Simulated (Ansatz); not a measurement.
**InP under changes of volume**

One of the cells (25.167 Å³/atom); the others are scaled copies at fixed shape and fractional positions:

```
In P
1.0
     0.00000    2.93050    2.93050
     2.93050    0.00000    2.93050
     2.93050    2.93050    0.00000
In P
1 1
Cartesian
  0.0000 0.0000 0.0000
  4.3957 4.3957 4.3957
```

- Program: Ansatz 0.2.0
- Functional: PBEsol
- Potentials or basis: all-electron LAPW, scalar-relativistic
- Cutoff: 245 eV (chosen from the basis error)
- Basis error allowed: 0.001 eV/atom
- k mesh: 8 × 8 × 8
- Occupations: fermi-dirac, width 0.05 eV
- Spin: no spin polarisation

| volume (Å³/atom) | energy over the lowest point (meV/atom) | pressure (GPa) | gap on the mesh (eV) |
| --- | --- | --- | --- |
| 23.657 | 27.67 | 5.6 | 0.94 |
| 24.160 | 13.16 | 3.7 | 0.83 |
| 24.663 | 4.14 | 2.1 | 0.72 |
| 25.167 | 0.00 | 0.6 | 0.61 |
| 25.670 | 0.24 | -0.7 | 0.51 |
| 26.173 | ? | ? | ? |
| 26.677 | 12.05 | -2.9 | 0.30 |

Problem. What does the run at 26.173 Å³/atom give?

Solution. Energy over the lowest point 4.40 meV/atom; pressure -1.9 GPa; gap on the mesh 0.40 eV.

Worked out: A Birch-Murnaghan fit of order 3 (a polynomial in V^(-2/3)) to the other rows has its minimum at 25.39 Å³/atom with B0 = V·E''(V) = 67 GPa and B' = 4.7. It gives 4.39 meV/atom at 26.173 Å³/atom, against the run's 4.40, and -dE/dV = -1.9 GPa, against -1.9. A straight line through the other rows of the gap, of slope -5.32 eV per unit of ln V (its deformation potential), gives 0.40 eV, against the run's 0.40.

Energies are extrapolated to zero smearing.

Caveats: spin-orbit coupling is left out, which moves the levels of the heavy elements.
